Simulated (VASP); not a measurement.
Zr, 1 atom in the cell. Symmetry: I4/mmm, No. 139, tetragonal system. Conventional cell: a = 3.061 Å, b = 3.061 Å, c = 4.871 Å, α = 90.00°, β = 90.00°, γ = 90.00°. Zr (site symmetry 4/mmm) has 12 Zr at 3.06 to 3.26 Å as nearest neighbours. This isn't the form of Zr at room conditions, which is hcp. The cell isn't the ideal one: strain -0.040 along x and y, +0.080 along z, atoms carried along.

```yaml
Program: VASP 6.6.1
Task: single point
Functional: PBEsol
Potentials_or_basis: VASP PAW PBE potentials, release 64 (Zr_sv)
Cutoff: 520 eV
k_mesh: 18 × 18 × 18
Occupations: gaussian, width 0.15 eV
Spin: no spin polarisation
Dipole_correction: no
Further_INCAR_settings: ALGO = Fast; EDIFF = 1e-06; NBANDS = 12
```

Potentials or basis: VASP PAW PBE potentials, release 64 (Zr_sv).

Command:

```sh
$ cat potpaw_PBE.64/Zr_sv/POTCAR > POTCAR
$ mpirun -np 1 vasp_std > vasp.out
```

Hardware: 1 thread of Intel(R) Xeon(R) Platinum 8259CL CPU @ 2.50GHz (Skylake/Cascade Lake) (shared host).

Task: How long does it take, and how much memory?

Result: Wall time 2.1 min on 1 thread of Intel(R) Xeon(R) Platinum 8259CL CPU @ 2.50GHz (Skylake/Cascade Lake), on a shared host, peak memory 0.24 GiB. Counts: scf iterations 18, k points 480.
